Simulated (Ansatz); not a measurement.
**All-electron card of AlN**

```xyz
4
Lattice="3.1110 0.0000 0.0000 -1.5555 2.6942 0.0000 0.0000 0.0000 4.9780" Properties=species:S:1:pos:R:3 pbc="T T T"
Al    0.0000    1.7961    0.0000
Al    1.5555    0.8981    2.4890
N     0.0000    1.7961    1.9165
N     1.5555    0.8981    4.4055
```

Atom numbers follow the list: Al1, Al2, N3, N4.

The cell is COD entry 9008860, as deposited and not checked against the literature; nothing was relaxed.

All numbers are computed: DFT, PBE, all-electron LAPW, scalar-relativistic (Ansatz 0.2.0); DFT, PBE, PAW with Ansatz's default frozen-core files, scalar-relativistic (Ansatz 0.2.0).

For LAPW: a Γ-centred 11×11×6 k mesh, Fermi–Dirac smearing of 0.02 eV, basis error target 1 meV/atom, no spin polarisation. PAW takes a cutoff of 420 eV at this cell. The Ansatz runs share mesh, smearing and spin set-up. Values come from LAPW unless marked.

| Quantity | Value |
| --- | --- |
| Pressure at this cell | 3.95 GPa |
| Band gap | 4.16 eV, direct at Γ |
| Stress xx, yy, zz (compression positive) | 4.57, 4.57, 2.72 GPa |
| Largest force | 0.181 eV/Å on N3 |
| Löwdin charges (with 0.13 e of the cell spilling out of the atomic basis, so their sizes and signs hang on that basis) | Al1 1.05, N3 -0.99 e |
| Bader charges (from the PAW run) | Al1 +2.44, N3 -2.44 e |
| Volume per atom | 10.43 Å³ |
